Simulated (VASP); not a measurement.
InPd:

```
CELL_PARAMETERS angstrom
3.27188 0.00000 0.00000
0.00000 3.27188 0.00000
0.00000 0.00000 3.27188
ATOMIC_POSITIONS crystal
In 0.00000 0.00000 0.00000
Pd 0.50000 0.50000 0.50000
```

The cell comes from a database or a generator and needn't be the stable form of this composition.

Base run:

| Property | Result |
| --- | --- |
| Program | VASP 6.6.1 |
| Functional | RPBE |
| Potentials or basis | VASP PAW PBE potentials, release 64 (In_d, Pd) |
| Cutoff | 520 eV |
| k mesh | 8 × 8 × 8 |
| Occupations | fermi-dirac, width 0.05 eV |
| Spin | no spin polarisation |

Its results: pressure 7.2 GPa.

Task: After a change of settings the same cell gave: pressure -0.5 GPa. Which change was it?
A. functional from RPBE to revTPSS
B. functional from RPBE to revPBE; further incar settings from ALGO = Normal; EDIFF = 1e-07 to ALGO = Normal; EDIFF = 1e-06
C. functional from RPBE to TPSS

Result: C.

Caveats: the PAW data sets were made with another functional, which shifts forces and pressure a little.

Not every run made on this cell is shown here.
